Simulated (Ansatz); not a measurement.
Clean, relaxed (111) surface of Si, space group Fd-3m (No. 227) (top face towards +c; atoms held fixed, by place in the list: 1, 2, 3):

```xyz
6
Lattice="3.8417 0.0000 0.0000 -1.9209 3.3270 0.0000 0.0000 0.0000 24.0577" Properties=species:S:1:pos:R:3 pbc="T T T"
Si    0.0000    2.2180    8.5000
Si    0.0000    0.0000    9.2842
Si    0.0000    0.0000   11.6367
Si    1.9209    1.1090   12.4013
Si    1.9209    1.1090   14.8134
Si    0.0000    2.2180   15.4874
```

All numbers below come from DFT PBEsol, scalar-relativistic, plane waves, PAW in Ansatz. Settings: cutoff 420 eV, Γ-centred mesh 9×9×1 on the computed 6-atom cell, Gaussian smearing of 0.05 eV; no spin polarisation. A dipole correction removes the field between periodic images along c.

With the adsorbate the run is spin-polarised, so any moments that the slab's own atoms take up count into E_ads.

CH is adsorbed on the top face, one adsorbate per 12.8 Å², and relaxed from 3 starting sites (fractions of a and b). E_ads counts from the clean slab and the free adsorbate (spin-polarised where it has unpaired electrons); negative means bound. Heights count from the highest slab atom after relaxation. Δφ is the top face's. Δp counts per cell along +c. Bonded neighbours lie within 1.25 times the sum of covalent radii (1.35 for H) and, on that scale, within 12 % of the closest. With the adsorbate the cell is lengthened along c to keep the vacuum.

```tsv
start	ends at	E_ads (eV)	height (Å)	shortest contact	Δφ (eV)	Δp (e·Å)	whole?
top (Si) at (0.33, 0.67)	(0.33, 0.67), 1 bonded neighbour (Si)	-4.21	1.75	C–Si 1.75 Å	-1.04	+0.053	yes
hollow (Si-Si) at (0.00, 0.00), 1.0 Å under the top layer	(0.00, 0.00), 3 bonded neighbours (Si)	-3.97	-0.78	H–Si 2.25 Å	-0.15	-0.011	yes
bridge (Si-Si) at (0.00, 0.50)	(0.73, 0.36), 2 bonded neighbours (Si), largest slab move 0.8 Å	-5.39	0.66	C–Si 1.79 Å	-1.40	+0.086	yes
```

Among the sites tried, the lowest end comes from the bridge (Si-Si) at (0.00, 0.50) start; other sites may lie lower.

Each end is the local minimum or symmetric point that its start leads to. The slab is only 7.1 Å thick, so the energies aren't converged with thickness.

For at least one of the starts the bottom face's work function also shifts by over 0.1 eV: the slab is too thin to screen the adsorbate, so the work functions aren't converged with thickness.